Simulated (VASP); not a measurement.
## MgB2: equation of state with PBEsol

MgB2:

```
Mg B
1.0
     3.07228    0.00000    0.00000
    -1.53614    2.66068    0.00000
     0.00000    0.00000    3.47125
Mg B
1 2
Direct
  0.00000 0.00000 0.00000
  0.66667 0.33333 0.50000
  0.33333 0.66667 0.50000
```

```
Program                : VASP 6.6.1
Task                   : equation of state
Functional             : PBEsol
Potentials or basis    : VASP PAW PBE potentials, release 64 (Mg, B)
Cutoff                 : 520 eV
k mesh                 : 8 × 8 × 8
Occupations            : fermi-dirac, width 0.05 eV
Spin                   : no spin polarisation
Ladder                 : gaps
Further INCAR settings : ALGO = Normal; EDIFF = 1e-06
```

The equilibrium volume is 9.46 Å³/atom. The bulk modulus at fixed shape and positions is 158 GPa and the pressure derivative of the bulk modulus is 3.7 (rough: it moves with the points fitted).

Energy against volume, from the lowest point:
```tsv
volume (Å³/atom)	energy (meV/atom)
9.080	8.18
9.269	2.04
9.458	0.00
9.648	1.70
9.837	6.80
```

All runs of the series together: 45 s on 1 thread of Intel(R) Xeon(R) Platinum 8488C (Sapphire Rapids), with other jobs on the host.

Caveat: the cell was scaled at fixed shape and fractional positions, which overstates the stiffness of a crystal with free parameters, most of all of layers and chains; the PAW data sets were made with another functional, which shifts forces and pressure a little.
